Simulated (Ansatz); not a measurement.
# In: levels along high-symmetry lines

```
In
1.0
    -1.62615    1.62615    2.47395
     1.62615   -1.62615    2.47395
     1.62615    1.62615   -2.47395
In
1
Direct
  0.00000 0.00000 0.00000
```

The conventional cell has a = 3.252 Å, b = 3.252 Å, c = 4.948 Å, α = 90.00°, β = 90.00°, γ = 90.00°. In (atom 1) has 12 In at 3.25 to 3.38 Å as nearest neighbours.

The cell is COD entry 9017523, as deposited and not checked against the literature; nothing was relaxed.

No spin–orbit coupling, which matters for the heavy atoms here.

The calculation used Ansatz 0.2.0, DFT, PBE, all-electron LAPW, scalar-relativistic.

Sampling and basis: a Γ-centred 14×14×14 k mesh, Fermi–Dirac smearing of 0.05 eV, basis error target 0.5 meV/atom, no spin polarisation.

Points in fractions of the reciprocal vectors of this cell: Γ (0, 0, 0), X (0, 0, 0.5), P (0.25, 0.25, 0.25), N (0, 0.5, 0), M (0.5, 0.5, -0.5), S (0.358, 0.642, -0.358), S0 (-0.358, 0.358, 0.358). The path joins them by straight lines in the order Γ–X–P–N–Γ–M–S–S0–Γ; legs that retrace an earlier one aren't tabulated. Energies are in eV from the Fermi level.

Task: Is there a gap?

Result: none: with an odd electron count and no spin polarisation the bands can't all be full, a metal in this set-up (spin order or a larger cell could open a gap).

Task: List the levels between -8 and 6 eV at the symmetry points.

Result: 
Γ: none in this range
X: -2.00, -1.69, 3.48, 3.91
P: -1.28, -0.10 (×2), 1.69
N: -4.35, -3.42
M: -2.97, -2.71, 4.68 (×2)
S: -2.55, -1.25, -0.56
S0: -2.55, -1.25, -0.56
